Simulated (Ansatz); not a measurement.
A crystal relaxed with r2SCAN in Ansatz 0.2.0 has space group F-43m (No. 216) and a = 7.039 Å.

| atom | site | x | y | z |
| --- | --- | --- | --- | --- |
| Ba | 4a | 0.0000 | 0.0000 | 0.0000 |
| Xx | 4d | 0.2500 | 0.2500 | 0.7500 |

r2SCAN gives an indirect gap of 3.07 eV, from W to Γ; the least direct gap is 3.70 eV at W. HSE06 gives an indirect gap of 3.64 eV, from W to Γ; the least direct gap is 4.35 eV at Γ. With PBE the valence top lies at W and the conduction bottom at Γ, 2.75 eV higher; the smallest vertical gap, at Γ, is 3.42 eV. Meshes: r2SCAN 6×6×6, HSE06 4×4×4, PBE 6×6×6. r2SCAN's ε∞ is 3.4 in all directions.

Q: Which element is Xx?
A. S
B. Te
C. O
D. Se

A: A. Xx is S: BaS (zincblende). Around Ba lie 4 S at 3.05 Å; around S lie 4 Ba at 3.05 Å.

The calculation is spin-unpolarised, and the structure need not be a phase that has been made.

Spin-orbit coupling is left out.

The meshes of the hybrids are coarse, so their gaps aren't converged to the digits shown.
